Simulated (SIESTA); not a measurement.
WC:

```
W C
1.0
     0.00000    2.19268    2.19268
     2.19268    0.00000    2.19268
     2.19268    2.19268    0.00000
W C
1 1
Direct
  0.00000 0.00000 0.00000
  0.50000 0.50000 0.50000
```

Measurements of this composition are mostly on another form, of space group No. 187.

Base run:

| Quantity | Value |
| --- | --- |
| Program | SIESTA 5.4.2 |
| Functional | PBEsol |
| Potentials or basis | PseudoDojo 0.4 standard (PBEsol files) |
| Basis | DZP (energy shift 0.003 Ry; two zetas on semicore shells) |
| Grid cutoff | 800 Ry |
| Energy shift | 0.003 Ry |
| k mesh | 10 × 10 × 10 |
| Occupations | fermi-dirac, width 0.05 eV |
| Spin | no spin polarisation |

Its results: band gap on the k mesh none (metal or under the smearing width); pressure -0.5 GPa.

Task: The run is repeated on the same cell with these changes: functional from PBEsol to LDA; potentials or basis from PseudoDojo 0.4 standard (PBEsol files) to PseudoDojo 0.4 standard (LDA files). What comes out?

Result: Band gap on the k mesh none (metal or under the smearing width); pressure -7.4 GPa.

Caveats: short orbitals over semicore shells can move pressures by several GPa; spin-orbit coupling is left out, which moves the levels of the heavy elements; the basis of atomic orbitals isn't converged, which shifts pressures, moduli and gaps.
